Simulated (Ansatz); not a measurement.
**Sb under changes of volume**

One of the cells (26.654 Å³/atom); the others are scaled copies at fixed shape and fractional positions:

```xyz
2
Lattice="3.3545 0.0000 0.0000 -1.6773 2.9051 0.0000 0.0000 0.0000 5.4702" Properties=species:S:1:pos:R:3 pbc="T T T"
Sb    1.6773    0.9684    4.1026
Sb    0.0000    1.9367    1.3675
```

This isn't the form of Sb at room conditions, which is rhombohedral.

```yaml
Program: Ansatz 0.2.0
Functional: PBE0
Potentials_or_basis: Ansatz PAW
Cutoff: "420 eV (not typed: the program's choice for these potentials)"
k_mesh: 6 × 6 × 4
Occupations: fermi-dirac, width 0.05 eV
Spin: no spin polarisation
```

```tsv
volume (Å³/atom)	energy over the lowest point (meV/atom)	pressure (GPa)
25.055	17.16	4.3
25.588	6.00	2.5
26.121	0.47	0.9
26.654	0.00	-0.5
27.187	4.07	-1.8
27.720	12.15	-3.0
28.253	?	?
```

Problem. What does the run at 28.253 Å³/atom give?

Solution. Energy over the lowest point 23.86 meV/atom; pressure -4.0 GPa.

Worked out: A Birch-Murnaghan fit of order 3 (a polynomial in V^(-2/3)) to the other rows has its minimum at 26.44 Å³/atom with B0 = V·E''(V) = 70 GPa and B' = 4.5 at fixed shape and positions, which overstates the stiffness. It gives 23.86 meV/atom at 28.253 Å³/atom, against the run's 23.86, and -dE/dV = -4.0 GPa, against -4.0.

Energies are extrapolated to zero smearing.

Caveats: some runs use coarse meshes; the PAW data sets come from PBE, with cores solved anew for the run's functional, which leaves a small shift of forces and pressure; the thresholds are loose for stress.
